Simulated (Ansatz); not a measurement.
Take CuI in the zinc blende structure (space group F-43m, No. 216; a = 5.939 Å) as the base.

All numbers come from plane-wave PAW DFT at the PBEsol level (Ansatz, an electronic-structure program, 420 eV), no SOC.

Now apply this change: Ag takes the place of Cu on all its sites, then cell and atoms are relaxed.

Measured lattice parameter a: CuI 6.053 Å (temperature not stated; as listed in arXiv:2305.18931); AgI 6.499 Å (temperature not stated; as listed in Subrata Jana, Abhilash Patra, Prasanjit Samal, The Journal of Chemical Physics (2018)).

How well does PBEsol reproduce the measured shift?

With PBEsol the lattice parameter a moves by +0.511 Å (5.939 → 6.450) against +0.446 Å measured.

Stability against distortions was not tested. The final runs are not spin-polarised.
